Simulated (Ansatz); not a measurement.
# TaN (Fm-3m) in Ansatz: single point with PBE0

Aim: the single point of TaN with PBE0.

All numbers are computed with Ansatz 0.2.0; they aren't measurements. Logs are shortened: lines on timing, memory, paths and dates and some standing lists are left out, and cuts for length are marked.

## (1) Starting point

It takes space group Fm-3m (No. 225, cubic). The conventional cell has a = 4.423 Å, b = 4.423 Å, c = 4.423 Å, α = 90.00°, β = 90.00°, γ = 90.00°. Ta (site symmetry m-3m) has 6 N at 2.21 Å as nearest neighbours. N (site symmetry m-3m) is surrounded by 6 Ta at 2.21 Å.

The cell comes from a database or a generator and needn't be the stable form of this composition.

## (2) Single point, PBE0

Contents of input:

```
crystal:
  lattice:
    - [0.0, 2.211323, 2.211323]
    - [2.211323, 0.0, 2.211323]
    - [2.211323, 2.211323, 0.0]
  atoms:
    - { symbol: Ta, position: [0.5, 0.5, 0.5] }
    - { symbol: "N", position: [0.0, 0.0, 0.0] }
hamiltonian:
  xc: pbe0
  pseudopotentials: { kind: paw }
kpoints:
  mp_grid: { grid: [8, 8, 8] }
scf:
  occupations: { method: fermi_dirac, width: 0.05 }
output:
  forces: true
  stress: true
  eigenvalues: true
```

Potentials or basis: Ansatz PAW.

Standard output:

```text
Warning: output.stress: scf.convergence.dr2_threshold = 1e-7 eV (the SCF's general default) is looser than the 2e-10 eV advised for a printed stress (1e-10 eV for each atom of the cell: 2). What an SCF threshold leaves in a stress goes as its square root, and in the free energy as the threshold itself, and one threshold admits the most on a small cell: of the crystals measured, under no hybrid functional and no lock of the moments, on runs that ended without the residual-converged pass, on stresses that held no estimate of that error, the worst erred by over 100 MPa in a component at 1e-7 eV an atom and by under 5 at 1e-10. Set scf.convergence.dr2_threshold to 2e-10 eV or tighter. The threshold is an SCF's pass mark: one that does not reach it within its budget of iterations ends unconverged, or closes short of it on a stop that the run arms, and scf.convergence.dr2_threshold's page says what that costs each kind of run
Warning: output.stress: scf.exx.energy_threshold = 1e-6 eV is looser than the 2e-8 eV advised for a stress under a hybrid functional (1e-8 eV for each atom of the cell: 2). Every SCF of the exchange loop can meet its threshold on dr2 while the loop round them stops early: no threshold on dr2 bounds what that leaves in the stress. Set scf.exx.energy_threshold to 2e-8 eV or tighter. The threshold is the loop's pass mark: a loop that does not reach it within its budget of cycles ends unconverged, and scf.exx.energy_threshold's page has the law
GPUs: using 1 of 1 available (devices: 1).
Engine: ansatz 0.2.0, x86_64-unknown-linux-gnu
Pseudopotentials: kind: paw
Pseudopotential: Ta, paw, valence charge 13, recommended cutoff 420 eV (normal), Ta.paw.azcp
Pseudopotential: N, paw, valence charge 5, recommended cutoff 420 eV (normal), N.paw.azcp
Functional definition: PBE0
  parameter a = 0.25
  parameter kappa = 0.804
  parameter beta = 0.06672455060314922
  exchange = (1 - a)*pbe_x(kappa = kappa, mu = beta*pi^2/3) + a*exact_x
  correlation = pbe_c(beta = beta)
device memory: the entry about to start is reckoned to put 0.4 GiB on a device that reports 57.9 GiB free (of which the cap on the GPU budget leaves the run 18.0 GiB)
GPU FFT provider: cuFFT
GPU libraries: cuBLAS 13.8.2, cuFFT 12.4.0, cuSOLVER 12.3.4
Crystal: 2 atoms, lattice volume = 21.627 Å³
Basis set: ecut = 420 eV, 411 PW (Γ), exchange–correlation on 48×48×48 points (8 copies of the dense FFT grid, shifted against one another)
Bands: 13, of which v1, the nominal top of the filled ones, is band 9 counted from 1 (8 counted from 0)
Symmetry: 48 space group operations
Space group: Fm-3m (ITA 225), of the structure as read, at distance tolerance 2.8e-5 Å
k-points: 29 of 512
Non-local potential: Ta, projectors of the file, l = 0: 3, l = 1: 2, l = 2: 2, l = 3: 1
Non-local potential: N, projectors of the file, l = 0: 2, l = 1: 2, l = 2: 1
PAW form: soft (Blöchl's): semilocal exchange-correlation on the pseudo side does not see the compensation charge
PAW frozen core: Ta, regenerated for the run's functional, and the local potential with it (the file was generated under x = pbe(κ = 0.804, μ = 0.2195149727645171), c = pbe(β = 0.06672455060314922))
PAW frozen core: N, regenerated for the run's functional, and the local potential with it (the file was generated under x = pbe(κ = 0.804, μ = 0.2195149727645171), c = pbe(β = 0.06672455060314922))
PAW one-centre angular grid: Ta, 590 points (default); XC on 64 Gauss nodes
PAW one-centre angular grid: N, 110 points (default); XC on 64 Gauss nodes
Initial density: superposition of atomic densities (neutral atoms: chi_scale 0, normalization atom), corrected by the library's trained network
Initial wavefunctions: pseudopotential atomic-orbital guess
GPU buffer pool allocated for 13824 grid points (all kernels)
GPU transforms: local potential and band sums: pruned to the plane-wave sphere, on 24×24×24
Functional: x = pbe(κ = 0.804, μ = 0.2195149727645171), c = pbe(β = 0.06672455060314922), warm-up for x = 0.75 pbe(κ = 0.804, μ = 0.2195149727645171) + 0.25 exact, c = pbe(β = 0.06672455060314922)
SCF iter   1: F=—  HF=-10317.881434 eV  |F-HF|=—  |Δ(HF+E_count)|=         —  Δρ=5.48e-3  dr2=7.14e-3  ethr=1.77e-3  ⟨swp⟩=5.2  Hψ=1465  notcnv=0
preconditioner: auto → none  [insulator: Δε(μ)=0.129 eV  Ē_g=10.980 eV  σ=0.050 eV  W_gap=0.57  n_scr=8 (ndim 8)  ℏωp=25.3 eV  f_vac=0.000  D(μ)=0.73/eV (n_scr^D=8)]
iter 2 solved again at ethr=3.47e-6 eV; its pass at ethr=3.97e-5 eV (dr2=6.25e-4 eV) is discarded
SCF iter   2: F=—  HF=-10317.879393 eV  |F-HF|=—  |Δ(HF+E_count)|=   2.04e-3  Δρ=1.69e-3  dr2=6.14e-4  ethr=3.47e-6  ⟨swp⟩=2.5  Hψ=1579  notcnv=0
SCF iter   3: F=—  HF=-10317.879292 eV  |F-HF|=—  |Δ(HF+E_count)|=   1.01e-4  Δρ=2.58e-4  dr2=3.45e-6  ethr=3.41e-6  ⟨swp⟩=3.0  Hψ=848  notcnv=0
SCF iter   4: F=—  HF=-10317.879300 eV  |F-HF|=—  |Δ(HF+E_count)|=   8.17e-6  Δρ=5.61e-5  dr2=7.47e-7  ethr=1.92e-8  ⟨swp⟩=3.3  Hψ=939  notcnv=0
SCF iter   5: F=—  HF=-10317.879300 eV  |F-HF|=—  |Δ(HF+E_count)|=   3.30e-7  Δρ=1.76e-5  dr2=7.64e-8  ethr=4.15e-9  ⟨swp⟩=3.0  Hψ=724  notcnv=0
SCF iter   6: F=-10317.879300 eV  HF=-10317.879300 eV  |F-HF|=9.46e-11  |Δ(HF+E_count)|=   2.62e-8  Δρ=1.74e-6  dr2=2.51e-10  ethr=4.25e-10  ⟨swp⟩=3.2  Hψ=896  notcnv=0
SCF 1 converged in 6 iterations: F = -10317.879300 eV  dr2 = 2.51e-10
device memory: the entry about to start is reckoned to put 1.0 GiB on a device that reports 57.9 GiB free (of which the cap on the GPU budget leaves the run 18.0 GiB)
GPU FFT provider: cuFFT
GPU libraries: cuBLAS 13.8.2, cuFFT 12.4.0, cuSOLVER 12.3.4
Initial density: handed on by an earlier stage of this run
Initial wavefunctions: those handed on with the density
[... 20 lines left out ...]
Frozen-core exchange: fock
SCF iter   1: F=—  HF=-10315.910860 eV  |F-HF|=—  |Δ(HF+E_count)|=         —  Δρ=1.03e-3  dr2=3.09e-4  ethr=3.94e-5  ⟨swp⟩=3.4  Hψ=860  notcnv=0
preconditioner: auto → none  [insulator: Δε(μ)=0.607 eV  Ē_g=13.341 eV  σ=0.050 eV  W_gap=0.85  n_scr=8 (ndim 8)  ℏωp=25.3 eV  f_vac=0.000  D(μ)=0.28/eV (n_scr^D=0)]
SCF iter   2: F=—  HF=-10315.910758 eV  |F-HF|=—  |Δ(HF+E_count)|=   1.02e-4  Δρ=1.53e-4  dr2=2.39e-5  ethr=1.52e-6  ⟨swp⟩=3.0  Hψ=748  notcnv=0
SCF iter   3: F=-10315.910891 eV  HF=-10315.910897 eV  |F-HF|=5.97e-6  |Δ(HF+E_count)|=   1.39e-4  Δρ=1.80e-4  dr2=1.04e-5  ethr=1.15e-8  ⟨swp⟩=4.4  Hψ=1271  notcnv=0
SCF 3 stopped early in 3 iterations: F = -10315.910891 eV  dr2 = 1.04e-5
hybrid outer 2: dexx = +1.704e-4 eV, tail = 2.98e-5 eV, Δε = 5.18e-2 eV (about 6.47e-3 eV left of the loop's levels)
GPU FFT provider: cuFFT
GPU libraries: cuBLAS 13.8.2, cuFFT 12.4.0, cuSOLVER 12.3.4
GPU buffer pool allocated for 13824 grid points (all kernels)
GPU transforms: local potential and band sums: pruned to the plane-wave sphere, on 24×24×24
Exchange kernel: α = 0.2500, full range, Wigner–Seitz truncation, v(0) = 17221.9824 eV·Å³, q-mesh 8×8×8, nearest image of the exchange supercell L = 25.02 Å, pair-density grid 15×15×15, without the augmentation charges, whose exchange is taken in its separable form by FFT convolution over the k-point mesh (sized by the pseudopotential files, 18×18×18 at the most), smooth part of the exact exchange by density-matrix convolution in up to 3.10 GiB of GPU memory as planned if the GPU has room (build and FFT work areas not counted)
Frozen-core exchange: fock
SCF iter   1: F=—  HF=-10315.910795 eV  |F-HF|=—  |Δ(HF+E_count)|=         —  Δρ=8.94e-5  dr2=5.96e-6  ethr=5.92e-7  ⟨swp⟩=2.9  Hψ=788  notcnv=0
preconditioner: auto → none  [insulator: Δε(μ)=0.597 eV  Ē_g=13.331 eV  σ=0.050 eV  W_gap=0.83  n_scr=8 (ndim 8)  ℏωp=25.3 eV  f_vac=0.000  D(μ)=0.28/eV (n_scr^D=0)]
SCF iter   2: F=—  HF=-10315.910795 eV  |F-HF|=—  |Δ(HF+E_count)|=   5.61e-7  Δρ=5.60e-6  dr2=4.05e-6  ethr=1.06e-8  ⟨swp⟩=3.0  Hψ=755  notcnv=0
SCF iter   3: F=—  HF=-10315.910903 eV  |F-HF|=—  |Δ(HF+E_count)|=   1.08e-4  Δρ=3.79e-5  dr2=7.95e-7  ethr=2.17e-11  ⟨swp⟩=5.1  Hψ=1548  notcnv=0
SCF iter   4: F=—  HF=-10315.910903 eV  |F-HF|=—  |Δ(HF+E_count)|=   9.53e-8  Δρ=1.89e-6  dr2=4.97e-7  ethr=2.17e-11  ⟨swp⟩=4.8  Hψ=1103  notcnv=0
SCF iter   5: F=—  HF=-10315.910904 eV  |F-HF|=—  |Δ(HF+E_count)|=   1.23e-6  Δρ=3.88e-6  dr2=2.76e-7  ethr=1.71e-12  ⟨swp⟩=4.9  Hψ=1126  notcnv=0
Mixer restart at iter 5: flushing history
SCF iter   6: F=—  HF=-10315.910905 eV  |F-HF|=—  |Δ(HF+E_count)|=   6.17e-7  Δρ=4.64e-6  dr2=1.57e-7  ethr=1.71e-12  ⟨swp⟩=4.1  Hψ=987  notcnv=0
SCF iter   7: F=—  HF=-10315.910905 eV  |F-HF|=—  |Δ(HF+E_count)|=   3.30e-7  Δρ=4.26e-6  dr2=9.11e-8  ethr=1.71e-12  ⟨swp⟩=4.8  Hψ=1109  notcnv=0
SCF iter   8: F=—  HF=-10315.910905 eV  |F-HF|=—  |Δ(HF+E_count)|=   4.03e-7  Δρ=2.61e-5  dr2=1.85e-7  ethr=1.71e-12  ⟨swp⟩=5.2  Hψ=1224  notcnv=0
SCF iter   9: F=-10315.910905 eV  HF=-10315.910905 eV  |F-HF|=2.18e-11  |Δ(HF+E_count)|=   8.74e-9  Δρ=3.67e-7  dr2=2.92e-11  ethr=1.71e-12  ⟨swp⟩=5.3  Hψ=1282  notcnv=0
SCF 4 converged in 9 iterations: F = -10315.910905 eV  dr2 = 2.92e-11
  Residual-converged pass: ⟨swp⟩=1.9  Hψ=443  notcnv=0  max |occ|·‖R‖ = 2.4e-6 eV (tolerance 2.4e-6 eV)  dr2=2.92e-11  dr2_onsite=1.51e-12  max |Δocc| = 1.1e-13
hybrid outer 3: dexx = +1.609e-5 eV, tail = 1.40e-9 eV, Δε = 1.92e-2 eV (about 2.38e-4 eV left of the loop's levels)
hybrid SCF converged: 3 outer / 17 inner (+6 warm-up), last move |dexx| = 1.61e-5 eV, tail = 1.40e-9 eV
Stability not checked: this state was not tested for a lower state beside it, because the functional holds exact exchange (a hybrid, or Hartree-Fock), whose exchange loop this test does not read (fock_operator; see scf.lower_state_search)
Free energy (F): -10315.910905 eV
Frozen-core exchange: fock
Harris-Foulkes:  -10315.910905 eV  (|F-HF|=2.18e-11)
Internal energy: -10315.908330 eV  (E = F + TS)
E sigma→0 (E₀):  -10315.909618 eV
Entropy (-TS):   -0.002575 eV (-1.288 meV/atom)
Fermi energy:    21.433791 eV
--- Per-component energies (eV) ---
  E_band       = -90.834735
  E_kinetic    = 498.195770
  E_local      = -588.533738  (includes V_loc(G=0)·N_el)
  E_nonlocal   = 60.803457
  E_hartree    = 196.589783
  E_xc         = -215.791871
  E_vxc        = -217.763015  (∫ρ·V_xc dr)
  E_exx        = -56.957062  (= α·E_x^exact, valence–valence)
  E_paw        = -8528.205738  (= ΣΔE_a)
  E_vpaw       = -122.802848  (= ΣTr[D̂ρ^β])
  E_aug_tail   = 0.000158  (compensation charges beyond the density's cutoff)
  E_ewald      = -1678.620117
  E_core_change = -3.388971  (= ΣΔE_core)
  E_smearing   = -0.002575  (= −TS)
  E_closure    = -0.000000  (closes the sum)
  Σ components = -10315.910905   (vs F -10315.910905, Δ=0.00e0)
--- Forces (eV/Å), atoms counted from 1 ---
  atom   1  Ta     0.00000000    -0.00000000     0.00000000
  atom   2  N      0.00000000    -0.00000000    -0.00000000
  max |Σ_I F_I| component: 3.12e-29 eV/Å
--- Stress (GPa, compression-positive) ---
       -9.672944       0.000000      -0.000000
        0.000000      -9.672944       0.000000
       -0.000000       0.000000      -9.672944
  P = ⅓ Tr σ = -9.6729 GPa (-96.729 kbar)
--- Band table (eV; the first three rows and the last of 29) ---
  k-point 0: bands = ["-52.4552", "-17.2709", "-17.2709", "-17.2709", "-0.0825", "16.4786", "16.4786", "16.4786", "18.6393", "18.6393", "18.6393", "22.2325", "22.2325"]
  k-point 1: bands = ["-52.4458", "-17.4207", "-17.2824", "-17.2824", "0.3057", "14.7973", "15.4000", "15.4000", "19.3069", "19.3069", "19.3350", "23.6144", "23.6144"]
  k-point 2: bands = ["-52.4234", "-17.7671", "-17.3114", "-17.3114", "1.3069", "12.2679", "13.8411", "13.8411", "20.3603", "20.8256", "20.8256", "26.3095", "26.3095"]
  k-point 28: bands = ["-52.3699", "-17.8368", "-17.8368", "-17.6061", "1.9306", "12.5175", "13.1702", "13.1702", "21.0265", "21.0265", "25.8871", "26.4953", "26.9504"]
```

Run time: 21 s. Hardware: 1 × NVIDIA H100 80GB HBM3 with 2 threads of AMD EPYC 7R13 (Zen 3), shared host; peak memory 2.4 GiB.

Results:

| Property | Result |
| --- | --- |
| Free energy | -10315.9109 eV |
| Pressure | -9.7 GPa |
| Band gap on the k mesh | none (metal or under the smearing width) |

Levels at points of the mesh, in eV from the Fermi level:
```tsv
k point	band 7	band 8	band 9	band 10	band 11	band 12
(0.00, 0.00, 0.00)	-4.96	-4.96	-2.79	-2.79	-2.79	0.80
(0.00, 0.00, -0.50)	-9.02	-9.02	2.62	2.62	2.74	4.36
(0.00, -0.50, -0.50)	-6.58	-5.94	-5.94	3.01	4.44	4.44
```

Caveat: the pressure holds a Pulay correction of +0.4 GPa for the finite cutoff; the PAW data sets come from PBE, with cores solved anew for the run's functional, which leaves a small shift of forces and pressure; the thresholds are loose for stress. The run has no spin-orbit coupling, so splittings on Ta are missing.
